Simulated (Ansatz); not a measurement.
# Ta2CF2 MXene monolayer in a perpendicular field, part 2 of 2

Aim: how the Ta2CF2 MXene monolayer screens a field along its normal, and what the field does to its bands. A positive field points along +c.

Ansatz 0.2.0; plane-wave DFT, PBE-D3(BJ), Ansatz PAW (set soft_1); PAW set soft_1.

So far. Step 2 (Relaxation): The lattice constant a goes from 3.226 to 3.182 Å.

## 3. Atoms held, field 0

A sawtooth potential applies the field, turning back in the middle of the vacuum. With the dipole correction the typed value is the field outside the slab. The induced dipole is small, so the SCF threshold is tight.

The cell differs from the one that the last finished run ended in (c 39.986 → 23.002 Å).

input.yaml reads:

```yaml
crystal:
  lattice:
    - [3.1824185361, 0.0, 0.0]
    - [-1.5912092681, 2.7560552978, 0.0]
    - [0.0, 0.0, 23.0015490724]
  atoms:
    - { symbol: F, position: [0.3333333333, 0.6666666667, 0.3912779949] }
    - { symbol: Ta, position: [0.6666666667, 0.3333333333, 0.452436819] }
    - { symbol: C, position: [0.0, 0.0, 0.5] }
    - { symbol: Ta, position: [0.3333333333, 0.6666666667, 0.547563181] }
    - { symbol: F, position: [0.6666666667, 0.3333333333, 0.6087220051] }
kpoints:
  mp_grid: { grid: [18, 18, 1] }
  band_path:
    path: [[0, 0, 0], [0.5, 0, 0], [0.33333333, 0.33333333, 0], [0, 0, 0]]
    npoints: 16
hamiltonian:
  xc: pbe
  dispersion: d3bj
  pseudopotentials: { kind: paw, azcp: { folder: soft_1 } }
scf:
  occupations: { method: fermi_dirac, width: 0.02585 }
  convergence: { dr2_threshold: 1.0e-10 }
efield:
  axis: 3
  dipole_correction: true
  ramp_position: 0.97
  ramp_width: 0.06
  amplitude: 0
output:
  dos: { projected: true, e_range: [-6, 5] }
  write_potential: true
  write_density: true
  volumetric_format: npy
  elf: true
```

The run is started by

```bash
$ ansatz run input.yaml --threads 2 --pin off --max-ram 3072MiB --backend cpu --events-out ev --progress --plain --runs-dir out
```

Numbers of over 12 decimals in the logs are rounded to 6 here.

What it wrote:

```text
[...]
Crystal: 5 atoms, lattice volume = 201.745 Å³
Basis set: ecut = 420 eV, 3965 PW (Γ)
Bands: 27, of which v1, the nominal top of the filled ones, is band 22 counted from 1 (21 counted from 0)
Symmetry: 6 space group operations
k-points: 37 of 324 (time reversal used)
[...]
SCF iter   1: F=—  HF=-21742.121075 eV  |F-HF|=—  |Δ(HF+E_count)|=         —  Δρ=7.00e-2  dr2=1.73e1  ethr=3.10e-3  p=-0.000 e·Å  D=-1.32e-14 V/Å  ΔV_dip=0.00 eV  dr2_dipole=4.54e-9  V_vac-E_F(+/−)=6.37/6.37 eV  ⟨swp⟩=9.8  Hψ=5725  notcnv=0
efield: sawtooth ramp at fractional position 0.9700 (set: `efield.ramp_position`, or a place that a band, a saddle search or an elastic batch's reference lends), width 0.0600; the density the first Hamiltonian is built on has a dipole p = -0.000 e·Å; the dipole correction subtracts the counter field D = -1.32e-14 V/Å, which shifts the + side's vacuum level by +0.00 eV against the − side's; the planar-averaged density in the ramp window peaks in size at 1.7e-6 e/Å³
[...]
SCF iter   2: F=—  HF=-21738.958516 eV  |F-HF|=—  |Δ(HF+E_count)|=    3.16e0  Δρ=5.98e-2  dr2=5.92e0  ethr=3.10e-3  p=-0.000 e·Å  D=-2.54e-5 V/Å  ΔV_dip=0.00 eV  dr2_dipole=3.39e-9  V_vac-E_F(+/−)=2.40/2.40 eV  ⟨swp⟩=4.0  Hψ=2948  notcnv=0  defer=18
[...]
SCF iter  11: F=-21737.481512 eV  HF=-21737.481512 eV  |F-HF|=5.09e-11  |Δ(HF+E_count)|=  9.09e-11  Δρ=1.14e-7  dr2=6.84e-11  ethr=1.00e-12  p=-0.000 e·Å  D=-2.77e-7 V/Å  ΔV_dip=0.00 eV  dr2_dipole=8.93e-12  V_vac-E_F(+/−)=3.82/3.82 eV  ⟨swp⟩=8.1  Hψ=3752  notcnv=0
SCF 1 converged in 11 iterations: F = -21737.481512 eV  dr2 = 6.84e-11
[...]
NSCF: frozen V_eff on 49 k-points
efield: sawtooth ramp at fractional position 0.9700 (kept from the solve that this one continues, or follows in the run), width 0.0600; the density the first Hamiltonian is built on has a dipole p = -0.000 e·Å; the dipole correction subtracts the counter field D = -2.77e-7 V/Å, which shifts the + side's vacuum level by +0.00 eV against the − side's; the planar-averaged density in the ramp window peaks in size at 1.4e-6 e/Å³
[...]
SCF converged after 11 iterations
Free energy (F): -21737.481512 eV
[...]
Internal energy: -21737.479205 eV  (E = F + TS)
E sigma→0 (E₀):  -21737.480358 eV
Entropy (-TS):   -0.002306 eV (-0.461 meV/atom)
Fermi energy:    1.974151 eV
Dipole field:    D = 0.000004 V/Å  (p = 0.000004 e·Å, saw-weighted, corrected)
Work function:   Φ+ = 3.8210 eV   Φ− = 3.8212 eV
Levels:          The Fermi level and band energies are counted from a zero that moves with the ramp; work functions are not
[...]
--- Band table (eV; the first three rows and the last of 37) ---
  k-point 0: bands = [... 18 lower, -3.2042, -3.2042, 0.2409, 0.2409, 1.3620, 2.5710, 3.3005, 3.3005, ... 1 higher]
  k-point 1: bands = [... 18 lower, -3.3068, -3.2194, 0.1245, 0.3134, 1.3779, 2.7314, 3.1703, 3.2955, ... 1 higher]
  k-point 2: bands = [... 18 lower, -3.5536, -3.2546, -0.1637, 0.5252, 1.4199, 2.8507, 3.1876, 3.2716, ... 1 higher]
  k-point 36: bands = [... 18 lower, -4.2093, -3.1241, 0.8012, 1.3250, 1.3250, 3.9646, 4.0932, 4.0932, ... 1 higher]
```

Elapsed: 20 s, on 2 threads of Arm Neoverse V1, shared host; peak memory 0.53 GiB.

Reading the cycles: dr2 is the Hartree energy of the density residual (eV), the measure of convergence; HF is the Harris–Foulkes estimate of the energy, which meets the free energy F at convergence.

Numbers from this step:

```yaml
energy_at_zero_smearing: -21737.4804 eV
work_function_upper_face: 3.821 eV
dipole_along_the_normal: 4.15e-6 e·Å
```

Running mean over a fixed 2.7 Å (it still follows the layers) of the planar mean; the ramp of the sawtooth is left out. Electron's electrostatic potential energy less the Fermi level against z:

| z (Å) | electron's electrostatic potential energy less the Fermi level (eV) |
| --- | --- |
| 4 | 3.82 |
| 5 | 3.82 |
| 6 | 3.82 |
| 7 | 3.66 |
| 8 | 0.679 |
| 9 | -5.14 |
| 10 | -11.4 |
| 11 | -13.9 |
| 12 | -13.9 |
| 13 | -11.4 |
| 14 | -5.16 |
| 15 | 0.673 |
| 16 | 3.65 |
| 17 | 3.82 |
| 18 | 3.82 |
| 19 | 3.82 |

The density of states has structure finer than the step of the table below, so its rows give means over 0.2 eV, whole bins alone (the curve runs from -6 to 1.03 eV). Peaks (eV: height): -5.81: 6.12, -5.72: 7.02, -5.28: 7.89, -5.12: 7.05, -2.50: 2.25, -0.60: 2.31, 0.78: 3.73.

Density of states against energy, zero at the Fermi level; means over each step:

energy (eV), density of states (states/eV a cell) and a bar:
```
     -5.8       4.12 ####################
     -5.6       3.54 #################
     -5.4       4.64 ######################
     -5.2       6.26 ##############################
     -5.0       1.55 #######
     -4.8       0.00 
     -4.6       0.00 
     -4.4       0.00 
     -4.2       0.00 
     -4.0       0.31 #
     -3.8       0.68 ###
     -3.6       0.72 ###
     -3.4       0.79 ####
     -3.2       0.85 ####
     -3.0       0.93 ####
     -2.8       1.04 #####
     -2.6       1.40 #######
     -2.4       1.21 ######
     -2.2       0.90 ####
     -2.0       0.52 ##
     -1.8       0.39 ##
     -1.6       1.32 ######
     -1.4       1.68 ########
     -1.2       1.04 #####
     -1.0       0.86 ####
     -0.8       0.98 #####
     -0.6       1.36 #######
     -0.4       1.37 #######
     -0.2       1.16 ######
      0.0       1.02 #####
      0.2       1.00 #####
      0.4       0.93 ####
      0.6       0.97 #####
      0.8       3.11 ###############
```

Projected DOS per atom over height of the atomic layer and energy from the Fermi level. Layers: F Ta C Ta F from below.

Ten even steps from '_' (0.00 states/eV) to '@' (2.97 states/eV), each cell a mean:
```
__--__--__
__..__..__
__..__..__
__..__..__
__::__::__
__..__..__
__..__..__
__::__::__
__..__..__
__________
__..__..__
__..__..__
__..__..__
__..__..__
__..__..__
__________
__________
__________
__________
__--@@--__
..::++::..
..::++::..
```
Columns: height of the atomic layer (Å) from 9 to 14.0 (not evenly spaced); rows upwards: energy from the Fermi level (eV) from -5.96 to 0.97.

Electronic bands along the path, in eV, zero at the Fermi level:

| point | band 19 | band 20 | band 21 | band 22 | band 23 | band 24 | band 25 | band 26 |
| --- | --- | --- | --- | --- | --- | --- | --- | --- |
| Γ | -5.18 | -5.18 | -1.73 | -1.73 | -0.61 | 0.60 | 1.33 | 1.33 |
| halfway | -5.65 | -5.25 | -3.09 | -0.42 | -0.30 | 0.78 | 1.43 | 1.75 |
| M | -5.07 | -5.04 | -4.05 | 1.55 | 1.69 | 1.81 | 2.10 | 2.76 |
| halfway | -5.79 | -5.08 | -2.91 | 0.14 | 0.90 | 1.86 | 2.10 | 2.75 |
| K | -6.18 | -5.10 | -1.17 | -0.65 | -0.65 | 1.99 | 2.12 | 2.12 |
| halfway | -5.69 | -5.52 | -2.44 | -1.70 | 0.84 | 1.25 | 1.46 | 1.77 |
| Γ | -5.18 | -5.18 | -1.73 | -1.73 | -0.61 | 0.60 | 1.33 | 1.33 |

Valence density in the ca plane at fractional y = 0.333, with atoms of Ta and F within 0.2 Å of it. It is the smooth field of the valence electrons, not physical close to the nuclei.

Ten steps, logarithmic in the rise over the least value, from '0' (0 e/Å³) to '9' (11 e/Å³), each cell a mean:
```
00000000000000001124665333222344310000000000
00000000000000000136887532223688520000000000
00000000000000000147877532223799730000000000
00000000000000000136777432223578520000000000
00000000000000001123554333322343210000000000
00000000000000012222233333443211000000000000
00000000000000012322223344443210000000000000
00000000000000012222233333433211000000000000
```
Columns run along c (16.0 Å, from fractional 0.13 to 0.82 of the cell), rows up along a (3.2 Å). Atoms in or near the plane, at fractional coordinates: Ta at (0.45, 0.67), F at (0.61, 0.67).

Electrostatic potential energy in the ca plane at fractional y = 0.333, with atoms of Ta and F within 0.2 Å of it. With pseudopotentials it is smooth inside the atoms' cores, unlike the true potential.

Ten even steps from '0' (-44 eV) to '9' (6 eV), each cell a mean:
```
99999999999999999999986324688878887999999999
99999999999999999999862000378888721499999999
99999999999999999999861000278998500289999999
99999999999999999999873000478888732599999999
99999999999999999999986434788777888999999999
99999999999999999999988878887656789999999999
99999999999999999999998888887556789999999999
99999999999999999999988777887666889999999999
```
Columns run along c (16.0 Å, from fractional 0.07 to 0.77 of the cell; values clipped at the 3rd and 97th percentile), rows up along a (3.2 Å). Atoms in or near the plane, at fractional coordinates: Ta at (0.45, 0.67), F at (0.61, 0.67).

ELF in the ca plane at fractional y = 0.333, with atoms of Ta and F within 0.2 Å of it. It is the smooth field of the valence electrons, not physical close to the nuclei.

Ten even steps from '0' (0.00) to '9' (0.82), each cell a mean:
```
00000000000000001113764354211488741000000000
00000000000000000038778434213899973100000000
00000000000000000159428523214977984100000000
00000000000000000028877434213899973100000000
00000000000000012113553354211377631000000000
00000000000000135521124663332111100000000000
00000000000000246631246763343100000000000000
00000000000000134421124663231112200000000000
```
Columns run along c (16.0 Å, from fractional 0.13 to 0.82 of the cell), rows up along a (3.2 Å). Atoms in or near the plane, at fractional coordinates: Ta at (0.45, 0.67), F at (0.61, 0.67).

The work function of the upper face is 3.82 eV.

## 4. Single point, field 0.1 V/Å

Edit input.yaml of step 3 so:

```diff
@@ -26,7 +26,6 @@
   dipole_correction: true
-  ramp_position: 0.97
-  ramp_width: 0.06
-  amplitude: 0
+  ramp_position: 0.9248
+  ramp_width: 0.1504
+  amplitude: 0.1
 output:
-  dos: { projected: true, e_range: [-6, 5] }
   write_potential: true
@@ -34,2 +33 @@
   volumetric_format: npy
-  elf: true
```

What it wrote:

```text
[...]
Crystal: 5 atoms, lattice volume = 201.745 Å³
Basis set: ecut = 420 eV, 3965 PW (Γ)
Bands: 27, of which v1, the nominal top of the filled ones, is band 22 counted from 1 (21 counted from 0)
Symmetry: 6 space group operations
k-points: 37 of 324 (time reversal used)
[...]
k-point 0: bands = [... 18 lower, -3.2044, -3.2044, 0.2407, 0.2407, 1.3617, 2.5690, 3.3003, 3.3003, ... 1 higher]
  k-point 1: bands = [... 18 lower, -3.3070, -3.2195, 0.1243, 0.3132, 1.3776, 2.7288, 3.1700, 3.2953, ... 1 higher]
  k-point 2: bands = [... 18 lower, -3.5537, -3.2548, -0.1639, 0.5250, 1.4197, 2.8490, 3.1812, 3.2771, ... 1 higher]
  k-point 36: bands = [... 18 lower, -4.2048, -3.1243, 0.8010, 1.3230, 1.3265, 3.9644, 4.0913, 4.0945, ... 1 higher]
[key lines of the parts left out:]
SCF converged after 12 iterations
Free energy (F): -21737.482798 eV
Fermi energy:    1.973902 eV
Dipole field:    D = 0.023068 V/Å  (p = 0.025719 e·Å, saw-weighted, corrected)
```

Wall time 20 s (2 threads); peak memory 0.5 GiB; 40 s of CPU time.

The dipole is 0.0257 e·Å.

## 5. Single point, field -0.1 V/Å

Edit input.yaml of step 4 so:

```diff
@@ -28,3 +28,3 @@
   ramp_width: 0.1504
-  amplitude: 0.1
+  amplitude: -0.1
 output:
```

What it wrote:

```text
[...]
Crystal: 5 atoms, lattice volume = 201.745 Å³
Basis set: ecut = 420 eV, 3965 PW (Γ)
Bands: 27, of which v1, the nominal top of the filled ones, is band 22 counted from 1 (21 counted from 0)
Symmetry: 6 space group operations
k-points: 37 of 324 (time reversal used)
[...]
k-point 0: bands = [... 18 lower, -3.2044, -3.2044, 0.2407, 0.2407, 1.3617, 2.5690, 3.3003, 3.3003, ... 1 higher]
  k-point 1: bands = [... 18 lower, -3.3070, -3.2195, 0.1243, 0.3132, 1.3776, 2.7288, 3.1700, 3.2953, ... 1 higher]
  k-point 2: bands = [... 18 lower, -3.5537, -3.2548, -0.1639, 0.5250, 1.4197, 2.8490, 3.1811, 3.2771, ... 1 higher]
  k-point 36: bands = [... 18 lower, -4.2048, -3.1243, 0.8010, 1.3230, 1.3265, 3.9644, 4.0913, 4.0945, ... 1 higher]
[key lines of the parts left out:]
SCF converged after 12 iterations
Free energy (F): -21737.482798 eV
Fermi energy:    1.973902 eV
Dipole field:    D = -0.023068 V/Å  (p = -0.025719 e·Å, saw-weighted, corrected)
```

Elapsed: 20 s, on 2 threads; peak memory 0.5 GiB.

The dipole is -0.0257 e·Å.

## 6. Response, atoms held

This step: plane-wave DFT, PBE-D3(BJ), Ansatz PAW (set soft_1); response to a field along the normal, atoms held; PAW set soft_1 (Ansatz 0.2.0).

The dipoles give the slope, and the difference of two potentials shows where the field is screened.

This step gave:

| Property | Result |
| --- | --- |
| equivalent conductor thickness p/(ε₀AE) | 5.306 Å |
| distance between the outer atoms | 5.002 Å |

Table of dipole of the cell by applied field:

| applied field (V/Å) | dipole of the cell (e·Å) |
| --- | --- |
| -0.1000 | -0.0257 |
| 0.0000 | 4.2e-6 |
| 0.1000 | 0.0257 |

Local field over the applied field, running mean. From the potentials at -0.1 and 0.1 V/Å; running mean over 2.5 Å. The local field over applied field by z:

z (Å), local field over applied field and a bar:
```
     4.03       1.00 ##############################
     4.46       1.00 ##############################
     4.89       1.00 ##############################
     5.18       1.00 ##############################
     5.61       1.00 ##############################
     6.04       1.00 ##############################
     6.47       0.99 ##############################
     6.90       0.96 #############################
     7.19       0.93 ############################
     7.62       0.84 #########################
     8.05       0.73 ######################
     8.48       0.61 ##################
     8.91       0.48 ##############
     9.34       0.34 ##########
     9.63       0.26 ########
    10.06       0.16 #####
    10.49       0.09 ##
    10.93       0.04 #
    11.36       0.01 
    11.64       0.01 
    12.08       0.04 #
    12.51       0.09 ##
    12.94       0.16 #####
    13.37       0.26 ########
    13.66       0.34 ##########
    14.09       0.48 ##############
    14.52       0.61 ##################
    14.95       0.73 ######################
    15.38       0.84 #########################
    15.81       0.93 ############################
    16.10       0.96 #############################
    16.53       0.99 ##############################
    16.96       1.00 ##############################
    17.39       1.00 ##############################
    17.83       1.00 ##############################
    18.11       1.00 ##############################
    18.55       1.00 ##############################
    18.98       1.00 ##############################
```

The induced electron density oscillates, so the rows of the table below give means over windows of 0.5 Å about each position, cut where the curve ends. Its maxima inside the range that stand out by 2 % of the span (Å: e/Å³ per V/Å): 8.48: 0.00319, 9.20: 0.00203, 10.21: 0.00141, 13.37: -6.2e-4, 14.09: -0.00140. Its minima: 8.91: 0.00140, 9.63: 6.2e-4, 12.79: -0.00141, 13.80: -0.00203, 14.52: -0.00319.

Electrons, planar mean, per unit field. The induced electron density by z; means over each step:

z (Å), induced electron density (e/Å³ per V/Å) and a bar from the least value:
```
      4.5    0.00000 ###############
      5.0    0.00000 ###############
      5.5    0.00000 ###############
      6.0    0.00002 ###############
      6.5    0.00006 ###############
      7.0    0.00022 ################
      7.5    0.00072 ###################
      8.0    0.00204 ##########################
      8.5    0.00279 ##############################
      9.0    0.00173 ########################
      9.5    0.00097 ####################
     10.0    0.00119 #####################
     10.5    0.00111 #####################
     11.0    0.00069 ###################
     11.5    0.00000 ###############
     12.0   -0.00069 ###########
     12.5   -0.00111 #########
     13.0   -0.00119 #########
     13.5   -0.00097 ##########
     14.0   -0.00173 ######
     14.5   -0.00279 
     15.0   -0.00204 ####
     15.5   -0.00072 ###########
     16.0   -0.00022 ##############
     16.5   -0.00006 ###############
     17.0   -0.00002 ###############
     17.5    0.00000 ###############
     18.0    0.00000 ###############
     18.5    0.00000 ###############
```

By hand: between -0.1 and 0.1 V/Å the dipole changes by 0.05144 e·Å, a slope of 0.2572 e·Å²/V. A perfect conductor of thickness t has p = ε₀AEt, so t = 180.95 × 0.2572 / 8.771 = 5.31 Å (e/ε₀ = 180.95 V·Å, A in Å²).

The induced dipole is that of a conductor 5.31 Å thick.

## 7. Outcome

```json
{"gap without field": "none", "work function, upper face": "3.82 eV", "equivalent conductor thickness, atoms held": "5.31 Å"}
```

What this shows: The induced dipole equals that of a perfect conductor 5.31 Å thick, while the outer atoms lie 5.00 Å apart. There is no gap over 0.03 eV, with or without the field. The main runs have no spin polarisation; a magnetic state could lie lower and would change these results. Spin-orbit coupling is left out, which matters for the bands of elements this heavy. The MXene's terminations sit over the metal atoms of its far layer; the site over carbon or nitrogen, which some compounds prefer, was not run.

[Logs are printed without paths, hosts, clocks, repeated set-up lines and the standing remarks that a program may print on its own settings, such as how far it seeks lower states.]

[Hosts, paths, dates, database ids (printed as entryN), source tags and the programs' standing remarks are cut or masked in the printed files.]

[Maps of the electrostatic potential energy from Ansatz leave out the sawtooth potential of an applied field or a dipole correction, so their vacuum need not be flat; planar profiles and work functions include it.]

[The density of states shown here was stored with 400 of the rows of the run's finer table, so its peaks can read low, often by over a quarter, or be missed, and its means over a window can be off by a tenth or more.]
